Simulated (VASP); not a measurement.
# Co (Pm-3m) in VASP: notebook

One crystal, Co, is run at these levels: LDA; tasks: single point.

Program: VASP 6.6.1. These are calculated values, not measurements. Logs are shortened: lines on timing, memory, paths and dates and some standing lists are left out, and cuts for length are marked.

## 1. The structure

Symmetry: Pm-3m, No. 221, cubic system. Conventional cell: a = 2.225 Å, b = 2.225 Å, c = 2.225 Å, α = 90.00°, β = 90.00°, γ = 90.00°. Co (site symmetry m-3m) is surrounded by 6 Co at 2.22 Å.

This isn't the form of Co at room conditions, which is hcp.

## 2. Single point, LDA

INCAR

```
SYSTEM = Co
PREC = Accurate
ENCUT = 520
EDIFF = 1E-7
ISMEAR = -1
SIGMA = 0.1
LREAL = .False.
LASPH = .True.
NELM = 80
ALGO = Normal
ISIF = 2
LWAVE = .False.
LCHARG = .False.
GGA = CA
NBANDS = 10
```

KPOINTS

```
Automatic mesh
0
Gamma
  16 16 16
  0 0 0
```

POSCAR

```
Co
1.0
    2.2247716226      0.0000000000      0.0000000000
    0.0000000000      2.2247716226      0.0000000000
    0.0000000000      0.0000000000      2.2247716226
Co
1
Direct
    0.0000000000      0.0000000000      0.0000000000
```

Potentials or basis: VASP PAW LDA potentials, release 64 (Co).

On the command line:

```
> cat potpaw_LDA.64/Co/POTCAR > POTCAR
> mpirun -np 1 vasp_std > vasp.out
```

OUTCAR:

```text
SYSTEM = Co
   PREC = Accurate
   ENCUT = 520
   EDIFF = 1E-7
   ISMEAR = -1
   LREAL = .False.
   LASPH = .True.
   NELM = 80
   ISIF = 2
   GGA = CA

 ion  position               nearest neighbor table
   1  0.000  0.000  0.000-

  LATTYP: Found a simple cubic cell.
 ALAT       =     2.2247716226

  Lattice vectors:

 A1 = (   2.2247716226,   0.0000000000,   0.0000000000)
 A2 = (   0.0000000000,   2.2247716226,   0.0000000000)
 A3 = (   0.0000000000,   0.0000000000,   2.2247716226)

Analysis of symmetry for initial positions (statically):
=====================================================================
 Subroutine PRICEL returns:
 Original cell was already a primitive cell.

 Routine SETGRP: Setting up the symmetry group for a
 simple cubic supercell.

 Subroutine GETGRP returns: Found 48 space group operations
 (whereof 48 operations were pure point group operations)
 out of a pool of 48 trial point group operations.

The static configuration has the point symmetry O_h .

Analysis of symmetry for dynamics (positions and initial velocities):
=====================================================================
 Subroutine PRICEL returns:
 Original cell was already a primitive cell.

 Routine SETGRP: Setting up the symmetry group for a
 simple cubic supercell.

 Subroutine GETGRP returns: Found 48 space group operations
 (whereof 48 operations were pure point group operations)
 out of a pool of 48 trial point group operations.

The dynamic configuration has the point symmetry O_h .

 Subroutine INISYM returns: Found 48 space group operations
 (whereof 48 operations are pure point group operations),
 and found     1 'primitive' translations

----------------------------------------------------------------------------------------

                                     Primitive cell

  volume of cell :      11.0117

  direct lattice vectors                    reciprocal lattice vectors
     2.224771623  0.000000000  0.000000000     0.449484338  0.000000000  0.000000000
     0.000000000  2.224771623  0.000000000     0.000000000  0.449484338  0.000000000
     0.000000000  0.000000000  2.224771623     0.000000000  0.000000000  0.449484338

  length of vectors
     2.224771623  2.224771623  2.224771623     0.449484338  0.449484338  0.449484338

  position of ions in fractional coordinates (direct lattice)
     0.000000000  0.000000000  0.000000000

  ion indices of the primitive-cell ions
   primitive index   ion index
                 1           1

----------------------------------------------------------------------------------------

 KPOINTS: Automatic mesh

Automatic generation of k-mesh.
 Grid dimensions read from file:
 generate k-points for:   16   16   16

 Generating k-lattice:

  Cartesian coordinates                     Fractional coordinates (reciprocal lattice)
     0.028092771  0.000000000  0.000000000     0.062500000  0.000000000  0.000000000
     0.000000000  0.028092771  0.000000000     0.000000000  0.062500000  0.000000000
     0.000000000  0.000000000  0.028092771     0.000000000  0.000000000  0.062500000

  Length of vectors
     0.028092771  0.028092771  0.028092771

  Shift w.r.t. Gamma in fractional coordinates (k-lattice)
     0.000000000  0.000000000  0.000000000

 Subroutine IBZKPT returns following result:
 ===========================================

 Found    165 irreducible k-points:

 Following reciprocal coordinates:
            Coordinates               Weight
  0.000000  0.000000  0.000000      1.000000
  0.062500  0.000000  0.000000      6.000000
  0.125000  0.000000  0.000000      6.000000
  0.187500  0.000000  0.000000      6.000000
  0.250000  0.000000  0.000000      6.000000
  0.312500  0.000000  0.000000      6.000000
[... 16 lines left out ...]
  0.437500  0.125000  0.000000     24.000000
  0.500000  0.125000  0.000000     12.000000
 [... further k-points ...]
   k-points           NKPTS =    165   k-points in BZ     NKDIM =    165   number of bands    NBANDS=     10
   number of dos      NEDOS =    301   number of ions     NIONS =      1
   total plane-waves  NPLWV =   5832
   dimension x,y,z NGX =    18 NGY =   18 NGZ =   18
   dimension x,y,z NGXF=    36 NGYF=   36 NGZF=   36
   ions per type =               1
   NGX,Y,Z   is equivalent  to a cutoff of  13.45, 13.45, 13.45 a.u.
   NGXF,Y,Z  is equivalent  to a cutoff of  26.90, 26.90, 26.90 a.u.
 SYSTEM =  Co
   PREC   = accura    normal or accurate (medium, high low for compatibility)
   ISTART =      0    job   : 0-new  1-cont  2-samecut
   ICHARG =      2    charge: 1-file 2-atom 10-const
   ISPIN  =      1    spin polarized calculation?
   LNONCOLLINEAR =      F non collinear calculations
   LSORBIT =      F    spin-orbit coupling
   LASPH  =      T    aspherical Exc in radial PAW
   ENCUT  =  520.0 eV  38.22 Ry    6.18 a.u.   4.14  4.14  4.14*2*pi/ulx,y,z
   NELM   =     80;   NELMIN=  2; NELMDL= -5     # of ELM steps
   EDIFF  = 0.1E-06   stopping-criterion for ELM
   LREAL  =      F    real-space projection
   EDIFFG = 0.1E-05   stopping-criterion for IOM
   NSW    =      0    number of steps for IOM
   IBRION =     -1    ionic relax: 0-MD 1-quasi-New 2-CG
   NFREE  =      0    steps in history (QN), initial steepest desc. (CG)
   ISIF   =      2    stress and relaxation
   ISYM   =      2    0-nonsym 1-usesym 2-fastsym
   POTIM  = 0.5000    time-step for ionic-motion
   TEBEG  =    0.0;   TEEND  =   0.0 temperature during run
   PSTRESS=    0.0 pullay stress
   NELECT =       9.0000    total number of electrons
   NUPDOWN=      -1.0000    fix difference up-down
   EMIN   =  10.00;   EMAX   =-10.00  energy-range for DOS
   EFERMI =   0.00;   METHOD = LEGACY
   ISMEAR =    -1;   SIGMA  =   0.10  broadening in eV -4-tet -1-fermi 0-gaus
   EFERMI_NEDOS =   21; number of points for ismear=-14 and -15
   IALGO  =     38    algorithm
   IMIX   =      4    mixing-type and parameters
     AMIX     =   0.40;   BMIX     =  1.00
     AMIX_MAG =   1.60;   BMIX_MAG =  1.00
  volume/ion in A,a.u.               =      11.01        74.31
  Fermi-wavevector in a.u.,A,eV,Ry     =   1.530630  2.892471 31.876114  2.342828
  Thomas-Fermi vector in A             =   2.638086
   LORBIT       =      0    0 simple, 1 ext, 2 COOP (PROOUT), +10 PAW based schemes
   GGA     = CA    functional components
   LHFCALC =     F    Hartree Fock is set to
   AEXX    =    0.0000 exact exchange contribution
   IVDW    =     0    specifies the selected vdW correction
   LEPSILON=     F    determine dielectric tensor
   LRPA    =     F    only Hartree local field effects (RPA)
 non-spin polarized calculation
  energy-cutoff  :      520.00
  volume of cell :       11.01
 maximum number of plane-waves:       305
 NGX is ok and might be reduce to    18
   NGX =  9   NGY =  9   NGZ =  9

 number of electron       8.9999994 magnetization

 Free energy of the ion-electron system (eV)
  ---------------------------------------------------
  ext. energy  EPLUGINS =         0.00000000
  ---------------------------------------------------
  free energy    TOTEN  =        -7.20158455 eV

  energy without entropy =       -7.11656531  energy(sigma->0) =       -7.15907493

 E-fermi :   9.7917     XC(G=0): -13.5463

 val. band max:        9.7914438188   @ k =   0.4375   0.1875   0.1250
 cond. band min:       9.7924635429   @ k =   0.4375   0.3125   0.1875
 fundamental gap:      0.0010197242
 Fermi energy:         9.7916746045

 k-point     1 :       0.0000    0.0000    0.0000
  band No.  band energies     occupation
      1       1.1198      2.00000
      2       5.7649      2.00000
      3       5.7649      2.00000
      4      10.3454      0.00784
      5      10.3454      0.00784
      6      10.3454      0.00784
      7      30.9924      0.00000
      8      30.9924      0.00000
      9      30.9924      0.00000
     10      35.3880      0.00000

 k-point     2 :       0.0625    0.0000    0.0000
  band No.  band energies     occupation
      1       1.2496      2.00000
      2       5.7869      2.00000
      3       5.8373      2.00000
      4      10.2818      0.01477
      5      10.2818      0.01477
      6      10.3504      0.00746
      7      29.4392      0.00000
      8      31.1758      0.00000
      9      31.1758      0.00000
     10      35.3759      0.00000

 k-point     3 :       0.1250    0.0000    0.0000
  band No.  band energies     occupation
      1       1.6304      2.00000
      2       5.8501      2.00000
      3       6.0486      2.00000
      4      10.1039      0.08443
      5      10.1039      0.08443
      6      10.3648      0.00647
      7      26.7596      0.00000
      8      31.7135      0.00000
      9      31.7135      0.00000
     10      35.3389      0.00000

 k-point     4 :       0.1875    0.0000    0.0000
  band No.  band energies     occupation
      1       2.2357      2.00000
      2       5.9458      2.00000
      3       6.3819      2.00000
      4       9.8463      0.73370
      5       9.8463      0.73370
      6      10.3863      0.00522
      7      24.0241      0.00000
      8      32.5730      0.00000
      9      32.5730      0.00000
     10      35.2776      0.00000
[... 222 lines left out ...]
 k-point    22 :       0.3750    0.1250    0.0000
  band No.  band energies     occupation
      1       5.1015      2.00000
      2       6.5168      2.00000
      3       7.4336      2.00000
      4       9.0862      1.99827
      5       9.5528      1.83199
      6      10.2473      0.02079
      7      17.4296      0.00000
      8      30.9110      0.00000
      9      36.5358      0.00000
     10      37.2814      0.00000

 k-point    23 :       0.4375    0.1250    0.0000
  band No.  band energies     occupation
      1       5.7365      2.00000
      2       6.6261      2.00000
      3       7.2907      2.00000
      4       8.9398      1.99960
      5      10.1114      0.07853
      6      10.2646      0.01751
      7      15.8456      0.00000
      8      31.9457      0.00000
      9      36.0055      0.00000
     10      37.3946      0.00000

 k-point    24 :       0.5000    0.1250    0.0000
  band No.  band energies     occupation
      1       5.9953      2.00000
      2       6.7091      2.00000
      3       7.1440      2.00000
      4       8.8890      1.99976
      5      10.2708      0.01647
      6      10.4406      0.00304
      7      15.1858      0.00000
      8      32.4906      0.00000
      9      35.4966      0.00000
     10      37.2333      0.00000

 [... further k-points ...]

------------------------ aborting loop because EDIFF is reached ----------------------------------------

  FORCE on cell =-STRESS in cart. coord.  units (eV):
  Direction    XX          YY          ZZ          XY          YZ          ZX
  --------------------------------------------------------------------------------------
  -------------------------------------------------------------------------------------
  Total       -0.0648475     -0.0648475     -0.0648475      0.0000000      0.0000000      0.0000000
  in kB       -9.4351176     -9.4351176     -9.4351176      0.0000000      0.0000000      0.0000000
  external PRESSURE =      -9.4351176 kB  Pullay stress =       0.0000000 kB

 VOLUME and BASIS-vectors are now :
 -----------------------------------------------------------------------------
  energy-cutoff  :      520.00
  volume of cell :       11.01
      direct lattice vectors                 reciprocal lattice vectors
     2.224771623  0.000000000  0.000000000     0.449484338  0.000000000  0.000000000
     0.000000000  2.224771623  0.000000000     0.000000000  0.449484338  0.000000000
     0.000000000  0.000000000  2.224771623     0.000000000  0.000000000  0.449484338

 POSITION                                       TOTAL-FORCE (eV/Angst)
 -----------------------------------------------------------------------------------
      0.00000      0.00000      0.00000         0.000000      0.000000      0.000000
 -----------------------------------------------------------------------------------
    total drift:                               -0.000000      0.000000      0.000000

  FREE ENERGIE OF THE ION-ELECTRON SYSTEM (eV)
  ---------------------------------------------------
  free  energy   TOTEN  =        -7.2015845461 eV

  energy  without entropy=       -7.1165653088  energy(sigma->0) =       -7.15907493
```

Wall time 8.8 s (1 thread of Intel Xeon Platinum 8559C (Emerald Rapids), shared host); peak memory 0.12 GiB.

What came out:

| Quantity | Value |
| --- | --- |
| Free energy | -7.2016 eV |
| Pressure | -0.9 GPa |
| Band gap on the k mesh | none (metal or under the smearing width) |

Caveat: the run has no spin polarisation, though such a crystal can be magnetic. Spin polarisation is off, so any magnetic state and its effect on volume and gap are missing.

## 3. Single point, LDA

This run uses another cell than the first one, of 10.57 Å³/atom, 0.960 times its volume.

INCAR

```
SYSTEM = Co
PREC     = Accurate       ! precision mode
ENCUT    = 520            ! plane-wave cutoff, eV
EDIFF    = 1E-6           ! SCF threshold, eV
ISMEAR   = -1             ! smearing method
SIGMA    = 0.1            ! smearing width, eV
LREAL    = .FALSE.        ! projectors in reciprocal space
LASPH    = .TRUE.         ! aspherical terms in the spheres
NELM     = 60             ! most SCF steps
ALGO     = Normal         ! electronic algorithm
ISIF     = 2              ! what is computed and relaxed
LWAVE    = .FALSE.        ! write WAVECAR
LCHARG   = .FALSE.        ! write CHGCAR
GGA      = CA             ! functional
NBANDS   = 10             ! bands
```

KPOINTS

```
Automatic mesh
0
G
  16 16 16
  0 0 0
```

POSCAR

```
Co
1.0
    2.1947034553      0.0000000000      0.0000000000
    0.0000000000      2.1947034553      0.0000000000
    0.0000000000      0.0000000000      2.1947034553
Co
1
Direct
    0.0000000000      0.0000000000      0.0000000000
```

Potentials or basis: VASP PAW LDA potentials, release 64 (Co).

On the command line:

```
> cat potpaw_LDA.64/Co/POTCAR > POTCAR
> mpirun -np 1 vasp_std > vasp.out
```

Run time: 4.8 s. Hardware: 1 thread of Intel Xeon Platinum 8559C (Emerald Rapids), shared host; peak memory 0.12 GiB.

It converged, with:

* Free energy: -7.1909 eV
* Pressure: 9.1 GPa
* Band gap on the k mesh: none (metal or under the smearing width)

Levels at points of the mesh, in eV from the Fermi level:
| k point | band 2 | band 3 | band 4 | band 5 | band 6 | band 7 |
| --- | --- | --- | --- | --- | --- | --- |
| (0.00, 0.00, 0.00) | -4.26 | -4.26 | 0.59 | 0.59 | 0.59 | 21.72 |
| (0.50, 0.00, 0.00) | -3.62 | -1.40 | -1.01 | -1.01 | 0.73 | 5.64 |
| (0.50, 0.50, 0.00) | -3.02 | -0.68 | -0.68 | 1.66 | 5.99 | 5.99 |
| (0.50, 0.50, 0.50) | -3.88 | -3.88 | 1.74 | 1.74 | 13.84 | 14.07 |

Caveat: the run has no spin polarisation, though such a crystal can be magnetic. Spin polarisation is off, so any magnetic state and its effect on volume and gap are missing.
